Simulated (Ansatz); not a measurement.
## Bands of Hg

```yaml
crystal:
  lattice:
    - [1.73000, 0.99882, 2.23400]
    - [-1.73000, 0.99882, 2.23400]
    - [0.00000, -1.99763, 2.23400]
  atoms:
    - { symbol: Hg, position: [0.00000, 0.00000, 0.00000] }
```

The cell is COD entry 1541226, as deposited and not checked against the literature; nothing was relaxed.

Spin–orbit coupling is left out, though it moves levels of the heavy atoms by tenths of an eV or more.

These are results of DFT, LDA, all-electron LAPW, scalar-relativistic in Ansatz 0.2.0, not measurements.

Sampling and basis: a Γ-centred 12×12×12 k mesh, Fermi–Dirac smearing of 0.03 eV, basis error target 0.5 meV/atom, no spin polarisation.

Points in fractions of the reciprocal vectors of this cell: Γ (0, 0, 0), T (0.5, 0.5, 0.5), H2 (0.7, 0.3, 0.5), H0 (0.5, -0.3, 0.3), L (0.5, 0, 0), S0 (0.4, -0.4, 0), S2 (0.6, 0, 0.4), F (0.5, 0, 0.5). The path joins them by straight lines in the order Γ–T–H2–H0–L–Γ–S0–S2–F; legs that retrace an earlier one aren't tabulated. Energies are in eV from the Fermi level.

Question: List the levels at S2 between -14 and 8 eV.

Answer: -7.99, -7.61, -6.15, -5.89, -5.79, -0.23, 1.07, 3.40.

Question: List the levels at H0 between -14 and 8 eV.

Answer: -7.40, -7.32, -6.69, -6.52, -5.59, 0.85, 2.70, 4.28, 5.47.

Question: List the levels at F between -14 and 8 eV.

Answer: -8.08, -7.91, -6.00, -5.81, -5.28, -0.10, 0.87, 4.73.

Question: What is the band gap?

Answer: none: bands cross the Fermi level, a metal.
